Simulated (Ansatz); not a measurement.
Stackings of close-packed layers of Pd (one atom a layer), each relaxed to a stress under 0.05 GPa; h and k mark layers whose two neighbours have the same or different letters; energies count from the stacking AB (P6_3/mmc).

All numbers below come from DFT PBE, scalar-relativistic, plane waves, PAW (Ansatz).

Cutoff 420 eV; k points 18×18×3 on the computed 9-atom cell (Γ-centred); Gaussian smearing, width 0.10 eV; no spin polarisation.

Start (ABABCBCAC (khhkhhkhh)):

```
CELL_PARAMETERS angstrom
2.76694 0.00000 0.00000
-1.38347 2.39624 0.00000
0.00000 0.00000 20.90496
ATOMIC_POSITIONS crystal
Pd 0.00000 0.00000 0.00000
Pd 0.33333 0.66667 0.11111
Pd 0.00000 0.00000 0.22222
Pd 0.33333 0.66667 0.33333
Pd 0.66667 0.33333 0.44444
Pd 0.33333 0.66667 0.55556
Pd 0.66667 0.33333 0.66667
Pd 0.00000 0.00000 0.77778
Pd 0.66667 0.33333 0.88889
```

Give the relaxed structure and its energy.

The free energy falls by 1 meV/atom.

| Property | Result |
| --- | --- |
| excess energy (meV/atom) | -13.3 |
| spacing of like layers (Å) | 2.301 |
| a (Å) | 2.777 |
| gap on the mesh (eV) | 0 |

Relaxed structure:
```yaml
crystal:
  lattice:
    - [2.77700, 0.00000, 0.00000]
    - [-1.38850, 2.40496, 0.00000]
    - [0.00000, 0.00000, 20.70643]
  atoms:
    - { symbol: Pd, position: [0.00000, 0.00000, 0.00000] }
    - { symbol: Pd, position: [0.33333, 0.66667, 0.11090] }
    - { symbol: Pd, position: [0.00000, 0.00000, 0.22244] }
    - { symbol: Pd, position: [0.33333, 0.66667, 0.33333] }
    - { symbol: Pd, position: [0.66667, 0.33333, 0.44423] }
    - { symbol: Pd, position: [0.33333, 0.66667, 0.55577] }
    - { symbol: Pd, position: [0.66667, 0.33333, 0.66667] }
    - { symbol: Pd, position: [0.00000, 0.00000, 0.77756] }
    - { symbol: Pd, position: [0.66667, 0.33333, 0.88910] }
```

Small energy differences in metals hang on the k mesh (about 10 mJ/m² or 1 to 2 meV/atom on the mesh of the relaxation).

The run took 4 min on 1 thread of Intel(R) Xeon(R) Platinum 8488C (Sapphire Rapids), with other jobs on the host, peak memory 1.1 GiB.